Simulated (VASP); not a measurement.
Here is a VASP 6.6.1 calculation.

INCAR

```
PREC = Accurate
ENCUT = 600
EDIFF = 1E-7
ISMEAR = 1
SIGMA = 0.1
LREAL = False
LASPH = True
NELM = 80
ALGO = Normal
ISIF = 3
LWAVE = False
LCHARG = False
GGA = PS
IBRION = 2
NSW = 90
EDIFFG = -0.005
KPAR = 2
```

KPOINTS

```
regular mesh
0
Gamma
  14 14 14
```

POSCAR

```
TiC                                     
1.0
    0.0000000000      2.1471057727      2.1471057727
    2.1471057727      0.0000000000      2.1471057727
    2.1471057727      2.1471057727     -0.0000000000
  Ti              C             
     1     1
Direct
     0.0000000000000000    0.0000000000000000    0.0000000000000000
     0.5000000000000000    0.5000000000000000    0.5000000000000000
```

Potentials or basis: VASP PAW PBE potentials, release 64 (Ti_sv, C).

Launch:

```console
$ cat potpaw_PBE.64/Ti_sv/POTCAR potpaw_PBE.64/C/POTCAR > POTCAR
$ mpirun -np 2 vasp_std > vasp.out
```

Q: Estimate the band gap on the k mesh.

A: None (metal or under the smearing width).

Final structure:
```yaml
crystal:
  lattice:
    - [0.00000, 2.14711, 2.14711]
    - [2.14711, 0.00000, 2.14711]
    - [2.14711, 2.14711, 0.00000]
  atoms:
    - { symbol: Ti, position: [0.00000, 0.00000, 0.00000] }
    - { symbol: C, position: [0.50000, 0.50000, 0.50000] }
```

Caveat: the relaxation stopped at its first step, so nothing moved.
